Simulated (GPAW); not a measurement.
Set up this calculation in GPAW 26.7.0, as an ASE script.

```
Task                : single point
Functional          : r2SCAN
Potentials or basis : GPAW PAW data sets (gpaw-data 1.2.1)
Cutoff              : 600 eV
Basis               : pw
k mesh              : 9 × 9 × 9
Occupations         : fermi-dirac, width 0.05 eV
Spin                : no spin polarisation
Maxiter             : 150
```

The system is Bi.

```
Bi
1.0
    -1.98143    1.98143    1.98143
     1.98143   -1.98143    1.98143
     1.98143    1.98143   -1.98143
Bi
1
Direct
  0.00000 0.00000 0.00000
```

This isn't the form of Bi at room conditions, which is rhombohedral.

The input as run:

run.py

```python
from ase import Atoms
from ase.dft.bandgap import bandgap
from ase.io import write
from ase.units import GPa
from gpaw import GPAW, PW

atoms = Atoms(['Bi'],
              cell=[[-1.9814305318, 1.9814305318, 1.9814305318],
                    [1.9814305318, -1.9814305318, 1.9814305318],
                    [1.9814305318, 1.9814305318, -1.9814305318]],
              scaled_positions=[[0.0, 0.0, 0.0]],
              pbc=True)

calc = GPAW(mode=PW(600),
            xc='MGGA_X_R2SCAN+MGGA_C_R2SCAN',
            kpts={'size': (9, 9, 9), 'gamma': True},
            occupations={'name': 'fermi-dirac', 'width': 0.05},
            nbands=15,
            convergence={'density': 1e-05, 'energy': 1e-05},
            maxiter=150,
            txt='gpaw.txt')
atoms.calc = calc
energy = atoms.get_potential_energy()
forces = atoms.get_forces()
stress = atoms.get_stress()
calc.write('gs.gpw')
write('result.traj', atoms)
print(f'Energy: {energy:.6f} eV')
print('Forces (eV/A):')
print(forces.round(4))
print('Stress (GPa):', (stress / GPa).round(3))
print('Fermi level:', round(calc.get_fermi_level(), 4), 'eV')
print(f'Gap: {bandgap(calc)[0]:.4f} eV, direct: {bandgap(calc, direct=True)[0]:.4f} eV')
```

Potentials or basis: GPAW PAW data sets (gpaw-data 1.2.1), pw.

Run with:

```bash
$ OMP_NUM_THREADS=1 python run.py
```

Results of the run:

- Pressure: 0.1 GPa
- Band gap on the k mesh: none (metal or under the smearing width)

Caveat: the PAW data sets were made with another functional, which shifts forces and pressure a little; spin-orbit coupling is left out, which moves the levels of the heavy elements.

It took 24 s on 1 thread of Arm Neoverse V2, on a shared host, peak memory 0.25 GiB.
